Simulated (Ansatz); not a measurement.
## A series in volume scale on BN

Free energy against uniform scaling of the volume at fixed shape and fractions; periodic cell, basis, potentials, k mesh and filling as listed. The results are calculated, by Ansatz 0.2.0.

The cell before it is scaled or strained (space group F-43m, No. 216):
```
BN
1.0
      0.0000     1.8075     1.8075
      1.8075     0.0000     1.8075
      1.8075     1.8075     0.0000
B N
1 1
Direct
  0.00000 0.00000 0.00000
  0.25000 0.25000 0.25000
```

Settings of every row: functional PBEsol; dispersion none; potentials PAW; wave cutoff 571.44 eV; density cutoff 2285.8 eV; k mesh 10x10x10; k shift 0x0x0; occupations fixed; smearing width 0 eV; spin none.

| row | volume scale | V (Å³/atom) | energy above lowest point (meV/atom) | pressure (GPa) |
| --- | --- | --- | --- | --- |
| 1 | 0.88 | 5.197 | 108.5 | 57.67 |
| 2 | 0.92 | 5.433 | 41.8 | 33.55 |
| 3 | 0.96 | 5.669 | 7.5 | 13.6 |
| 4 | 1 | 5.905 | 0 | -2.91 |
| 5 | 1.04 | 6.141 | ? | ? |
| 6 | 1.08 | 6.378 | 47.8 | -27.95 |
| 7 | 1.12 | 6.614 | 96.2 | -37.35 |

Question: what energy above lowest point and pressure should row 5 give?

Worked fit of energy above lowest point. Take u = (V_r/V)^(2/3) − 1 with V_r = 5.787 Å³ an atom, which is twice the finite (Eulerian) strain; such expansions in the strain, on which the Birch-Murnaghan equation of state is built, carry the rest volume and the bulk modulus. The shown rows have u = 0.07432, 0.04298, 0.01383, -0.01337, -0.06277, -0.0852. Least squares give energy above lowest point = 0.7 + 270.1 × u + 16088 × u² − 2775 × u³ meV/atom; a parabola predicts inner rows, each left out in turn, worse (root mean square 0.41 against 0.042 meV/atom). All shown rows lie on it to the printed digit. Its lowest point lies at u = -0.0084, or V = 5.86 Å³ an atom, and the curvature there gives the bulk modulus at fixed shape and fractions, B = (4/9)(1 + u)² E″(u)/V = 386 GPa. The withheld row has u = -0.03881, so the fit gives 0.7 + 270.1 × (-0.03881) + 16088 × (-0.03881)² − 2775 × (-0.03881)³ = 14.6 meV/atom.

The calculation gave 14.7 meV/atom. The fit lies 0.1 meV/atom (0.092 % of the column's range) below it, one unit of the last digit.

Worked fit of pressure. Take u = (V_r/V)^(2/3) − 1 with V_r = 5.787 Å³ an atom, which is twice the finite (Eulerian) strain; such expansions in the strain, on which the Birch-Murnaghan equation of state is built, carry the rest volume and the bulk modulus. The shown rows have u = 0.07432, 0.04298, 0.01383, -0.01337, -0.06277, -0.0852. Least squares give pressure = 4.963 + 606.11 × u + 1340.1 × u² + 638 × u³ GPa; a parabola predicts inner rows, each left out in turn, worse (root mean square 0.096 against 0.019 GPa). The rows lie off it by 0.00, 0.01, 0.00, -0.01, 0.01, -0.01. The pressure vanishes at u = -0.0083, or V = 5.86 Å³ an atom, and there the bulk modulus at fixed shape and fractions is B = −V dP/dV = (2/3)(1 + u) dP/du = 386 GPa. The withheld row has u = -0.03881, so the fit gives 4.963 + 606.11 × (-0.03881) + 1340.1 × (-0.03881)² + 638 × (-0.03881)³ = -16.58 GPa.

The calculation gave -16.6 GPa. The fit lies 0.02 GPa (0.021 % of the column's range) above it; its largest miss of a shown row is 0.01 GPa.
